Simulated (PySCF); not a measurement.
SMILES c1c[nH]cn1, C3H4N2

Geometry:
```tsv
atom	x (Å)	y (Å)	z (Å)
C1	-0.848	-0.922	0.087
C2	-0.939	0.421	-0.195
N3	0.349	0.886	-0.119
C4	1.143	-0.172	0.199
N5	0.450	-1.274	0.330
H6	-1.657	-1.650	0.126
H7	-1.780	1.066	-0.436
H8	0.649	1.839	-0.271
H9	2.222	-0.074	0.321
```

Theory: GIAO X3LYP/aug-pcSseg-1 magnetisability, rotational g tensor and spin-rotation constants, non-relativistic, gas phase in PySCF 2.14.0. Geometry: PBE0-D3(BJ)/def2-SVP.

Task: What are the magnetisability and the molar susceptibility?

Result: Isotropic -735 × 10⁻³⁰ J/T², or -44.3 × 10⁻⁶ cm³/mol; principal values -1233, -512, -460 × 10⁻³⁰ J/T², anisotropy 748 × 10⁻³⁰ J/T² (root of half the summed squared differences of the principal values). The susceptibility is in cgs units.

Task: Split it along the inertial axes a, b, c into diamagnetic and paramagnetic parts about the centre of mass, with the quadrupole moment.

Result: 
| axis | χ (10⁻⁶ cm³/mol) | diamagnetic (10⁻⁶ cm³/mol) | paramagnetic (10⁻⁶ cm³/mol) | summed x² of all electrons (Å²) | quadrupole Θ (D Å) |
| --- | --- | --- | --- | --- | --- |
| a | -28.3 | -184.4 | 156.1 | 36.6 | -0.36 |
| b | -30.2 | -184.0 | 153.8 | 36.7 | +6.23 |
| c | -74.2 | -311.0 | 236.8 | 6.8 | -5.87 |

Anisotropies 2χaa − χbb − χcc = +47.8 and 2χbb − χaa − χcc = +42.1 × 10⁻⁶ cm³/mol. Θ is traceless in Buckingham's convention.

Task: And the rotational g tensor?

Result: 
```
axis  rotational constant (GHz)        g  nuclear part  electronic part
   a                     9.8209  -0.1013        0.6189          -0.7202
   b                     9.4308  -0.1061        0.5753          -0.6814
   c                     4.8110  +0.0614        0.5966          -0.5352
```
Asymmetric top; isotopes 12C, 1H, 14N; no vibrational averaging.
